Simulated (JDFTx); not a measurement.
GaN under changes of volume

One of the cells (11.310 Å³/atom); the others are scaled copies at fixed shape and fractional positions:

```
Ga N
1.0
     3.18000    0.00000    0.00000
    -1.59000    2.75396    0.00000
     0.00000    0.00000    5.16600
Ga N
2 2
Direct
  0.66667 0.33333 0.50000
  0.33333 0.66667 0.00000
  0.66667 0.33333 0.87500
  0.33333 0.66667 0.37500
```

```yaml
Program: JDFTx 1.7.0 (patched build)
Functional: PBEsol
Potentials_or_basis: PseudoDojo-SR-PBEsol-0.4.1-standard with smoothed tails
Cutoff: 1143 eV
Density_cutoff: 9143 eV
k_mesh: 10 × 10 × 5
Occupations: fermi-dirac, width 0.05 eV
Spin: no spin polarisation
```

| volume (Å³/atom) | energy over the lowest point (meV/atom) | pressure (GPa) | gap on the mesh (eV) | largest force (eV/Å) |
| --- | --- | --- | --- | --- |
| 10.632 | ? | ? | ? | ? |
| 10.858 | 15.29 | 9.9 | 2.22 | 0.144 |
| 11.084 | 4.60 | 5.3 | 2.09 | 0.138 |
| 11.310 | 0.00 | 1.2 | 1.95 | 0.133 |
| 11.537 | 0.87 | -2.4 | 1.82 | 0.128 |
| 11.763 | 6.66 | -5.7 | 1.68 | 0.122 |
| 11.989 | 16.86 | -8.7 | 1.56 | 0.118 |

**Question.** What does the run at 10.632 Å³/atom give?

**Answer.** Energy over the lowest point 32.75 meV/atom; pressure 14.9 GPa; gap on the mesh 2.37 eV; largest force 0.150 eV/Å.

Worked out: A Birch-Murnaghan fit of order 3 (a polynomial in V^(-2/3)) to the other rows has its minimum at 11.38 Å³/atom with B0 = V·E''(V) = 188 GPa and B' = 4.4 at fixed shape and positions, which overstates the stiffness. It gives 32.75 meV/atom at 10.632 Å³/atom, against the run's 32.75, and -dE/dV = 15.0 GPa, against 14.9. A straight line through the other rows of the gap, of slope -6.72 eV per unit of ln V (its deformation potential), extrapolates to 2.37 eV, against the run's 2.37.

Energies are extrapolated to zero smearing.

Spin-orbit coupling on Ga is left out.
